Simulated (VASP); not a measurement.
Write an ASE script for VASP 6.6.1 that does the following.

- Task: single point
- Functional: PBEsol
- Potentials or basis: VASP PAW PBE potentials, release 54 (Nb_sv)
- Cutoff: 520 eV
- k mesh: 11 × 11 × 11
- Occupations: gaussian, width 0.02 eV
- Spin: no spin polarisation
- Further INCAR settings: ALGO = Normal; EDIFF = 1.00e-06; NBANDS = 12

The structure of Nb lies in Nb.cif:

```cif
data_Nb
_cell_length_a 2.99106168
_cell_length_b 2.99106168
_cell_length_c 2.99106168
_cell_angle_alpha 60.00000000
_cell_angle_beta 60.00000000
_cell_angle_gamma 60.00000000
_space_group_name_H-M_alt 'P1'
_space_group_name_Hall 'P 1'
_space_group_IT_number 1
loop_
_space_group_symop_operation_xyz
'x,y,z'
loop_
_atom_site_label
_atom_site_type_symbol
_atom_site_symmetry_multiplicity
_atom_site_Wyckoff_symbol
_atom_site_fract_x
_atom_site_fract_y
_atom_site_fract_z
_atom_site_occupancy
Nb1 Nb 1 a 0.0000000000 0.0000000000 0.0000000000 1
```

This isn't the form of Nb at room conditions, which is bcc.

One way to write it, as run:

run.py

```python
from ase.calculators.vasp import Vasp
from ase.dft.bandgap import bandgap
from ase.io import read

atoms = read('Nb.cif')
calc = Vasp(
    directory='calc',
    xc='pbesol',
    pp='PBE',
    setups='recommended',
    pp_version='54',
    prec='Accurate',
    encut=520,
    ediff=1e-06,
    ismear=0,
    sigma=0.02,
    lreal=False,
    lasph=True,
    nelm=60,
    algo='Normal',
    isif=2,
    lwave=False,
    lcharg=False,
    kpts=[11, 11, 11],
    gamma=True,
    nbands=12,
)
atoms.calc = calc

print('energy (eV):', atoms.get_potential_energy())
print('free energy (eV):', atoms.get_potential_energy(force_consistent=True))
print('forces (eV/A):')
print(atoms.get_forces())
print('stress (eV/A^3, Voigt):', atoms.get_stress())
print('Fermi level (eV):', calc.get_fermi_level())
gap, top, bottom = bandgap(calc)
print('band gap (eV):', gap, 'from (spin, k, band)', top, 'to', bottom)
```

Potentials or basis: VASP PAW PBE potentials, release 54 (Nb_sv).

Run with:

```sh
$ python run.py
```

Results of the run:

* Pressure: -7.7 GPa
* Band gap on the k mesh: none (metal or under the smearing width)

Caveat: the PAW data sets were made with another functional, which shifts forces and pressure a little.

Run time: 11 s on 1 thread of Intel(R) Xeon(R) Platinum 8559C (Emerald Rapids), with other jobs on the host, peak memory 0.14 GiB.
